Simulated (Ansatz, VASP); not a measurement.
**Two plane-wave programs on Pd**

Contents of POSCAR:

```
Pd
1.0
    2.5176621887      0.0000000000      0.0000000000
    0.0000000000      2.5176621887      0.0000000000
    0.0000000000      0.0000000000      2.5176621887
Pd
1
Direct
    0.0000000000      0.0000000000      0.0000000000
```

The input INCAR.step1:

```
SYSTEM = Pd
  ALGO = Normal
  EDIFF = 1E-4
  ENCUT = 520
  GGA = PE
  ISMEAR = -1
  LASPH = .True.
  LCHARG = .False.
  LREAL = .False.
  LWAVE = .True.
  NBANDS = 11
  NELM = 100
  PREC = Accurate
  SIGMA = 0.1
```

Contents of INCAR.step2:

```
SYSTEM = Pd
  ALGO = Normal
  EDIFF = 1E-7
  ENCUT = 520
  ISIF = 2
  ISMEAR = -1
  ISTART = 1
  LASPH = .True.
  LCHARG = .True.
  LELF = .True.
  LMIXTAU = .True.
  LREAL = .False.
  LVHAR = .True.
  LWAVE = .False.
  METAGGA = R2SCAN
  NBANDS = 11
  NELM = 100
  PREC = Accurate
  SIGMA = 0.1
```

Contents of KPOINTS:

```
k-points
0
Gamma
  14 14 14
  0 0 0
```

Input for Ansatz:

```yaml
crystal:
  lattice:
    - [2.5176621887, 0.0, 0.0]
    - [0.0, 2.5176621887, 0.0]
    - [0.0, 0.0, 2.5176621887]
  atoms:
    - { symbol: Pd, position: [0.0, 0.0, 0.0] }
hamiltonian:
  xc: r2scan
  pseudopotentials:
    kind: paw
    azcp:
      Pd: "pseudopotentials/Pd.paw.azcp"
basis:
  ecutwfc: 500
  fft_grid_basis: typed
kpoints:
  mp_grid: { grid: [14, 14, 14], shift: [0, 0, 0] }
magnetization:
  spin_polarized: false
scf:
  occupations: { method: fermi_dirac, width: 0.1 }
  lower_state_search: "off"
output:
  stress: true
  write_density: true
  write_potential: true
  elf: true
  volumetric_format: npy
```

Alike in both runs: task single point; functional r2SCAN; k mesh 14 × 14 × 14; occupations fermi-dirac, width 0.1 eV; no spin polarisation.

|  | VASP | Ansatz |
| --- | --- | --- |
| version | VASP 6.6.1 | Ansatz 0.2.0 |
| potentials or method | VASP PAW PBE potentials, release 64 (Pd) | plane waves (500 eV) with PAW, scalar-relativistic |
| plane-wave cutoff (eV) | 520 | 500 |
| valence electrons in the cell | 10 | 18 |

Ansatz gave:

* pressure (GPa): 14.3

**Question.** Estimate VASP's values.

**Answer.** Pressure (GPa): 15.0.

The two sets of potentials don't hold the same shells in valence.

Caveats: the PAW data sets were made with another functional, which shifts forces and pressure a little (VASP).
